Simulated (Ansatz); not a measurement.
The system is C.

```
C
1.0
     0.00000    1.78337    1.78337
     1.78337    0.00000    1.78337
     1.78337    1.78337    0.00000
C
2
Direct
  0.75000 0.75000 0.75000
  0.50000 0.50000 0.50000
```

This isn't the form of C at room conditions, which is graphite.

| Item | Value |
| --- | --- |
| Program | Ansatz 0.2.0 |
| Task | relaxation of cell and atoms |
| Functional | PBEsol |
| Dispersion | D3(BJ)-ATM |
| Potentials or basis | Ansatz PAW |
| Cutoff | 420 eV (not typed: the program's choice for these potentials) |
| k mesh | 13 × 13 × 13 |
| Occupations | fermi-dirac, width 0.05 eV |
| Spin | no spin polarisation |

At the start: volume 5.67 Å³/atom.

Q: Where does the relaxation end?

A: It ends after 7 steps and the volume is 5.57 Å³/atom (-1.7 %); space group Fd-3m (No. 227, to 0.05 Å).

Step by step:
```tsv
step	energy change (eV)	largest force (eV/Å)	volume (Å³)
1	0.0000	0.0000	11.34
2	-0.0047	0.0000	11.22
3	-0.0059	0.0000	11.15
4	-0.0059	0.0000	11.15
5	-0.0047	0.0000	11.15
6	-0.0048	0.0000	11.15
7	-0.0048	0.0000	11.15
```

Final structure:
```
C
1.0
     0.00000    1.77306    1.77306
     1.77306    0.00000    1.77306
     1.77306    1.77306    0.00000
C
2
Direct
  0.75000 0.75000 0.75000
  0.50000 0.50000 0.50000
```

The cell as given is a measured one (5.67 Å³/atom); PBEsol+D3(BJ)-ATM puts the equilibrium volume -1.7 % from it, thermal expansion not counted.

Caveat: the plane-wave basis is chosen anew once the cell has moved, so the energies of steps on either side of that aren't comparable; the pressure holds a Pulay correction of +1.0 GPa for the finite cutoff; the PAW data sets come from PBE, with cores solved anew for the run's functional, which leaves a small shift of forces and pressure.
